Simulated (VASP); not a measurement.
A run of VASP 6.6.1 is set up as follows.

The input INCAR:

```
PREC = Accurate
ENCUT = 520
EDIFF = 1E-7
ISMEAR = 1
SIGMA = 0.15
LREAL = F
LASPH = T
NELM = 100
ALGO = Normal
ISIF = 2
LWAVE = F
LCHARG = F
GGA = PS
NBANDS = 15
```

The input KPOINTS:

```
Automatic mesh
0
Gamma
  7 7 7
```

File POSCAR:

```
LaH3
1.0
    0.0000000000      2.7864790000      2.7864790000
    2.7864790000      0.0000000000      2.7864790000
    2.7864790000      2.7864790000      0.0000000000
La H
1 3
Direct
    0.0000000000      0.0000000000      0.0000000000
    0.5000000000      0.5000000000      0.5000000000
    0.7500000000      0.7500000000      0.7500000000
    0.2500000000      0.2500000000      0.2500000000
```

Potentials or basis: VASP PAW PBE potentials, release 64 (La, H).

Run with:

```sh
$ cat potpaw_PBE.64/La/POTCAR potpaw_PBE.64/H/POTCAR > POTCAR
$ mpirun -np 1 vasp_std > vasp.out
```

Task: What does it give for the band gap on the k mesh?

Result: None (metal or under the smearing width).

Task: What does it give for the pressure?

Result: -3.2 GPa.

Caveat: the PAW data sets were made with another functional, which shifts forces and pressure a little. Spin-orbit coupling is left out, which matters for the levels of La.
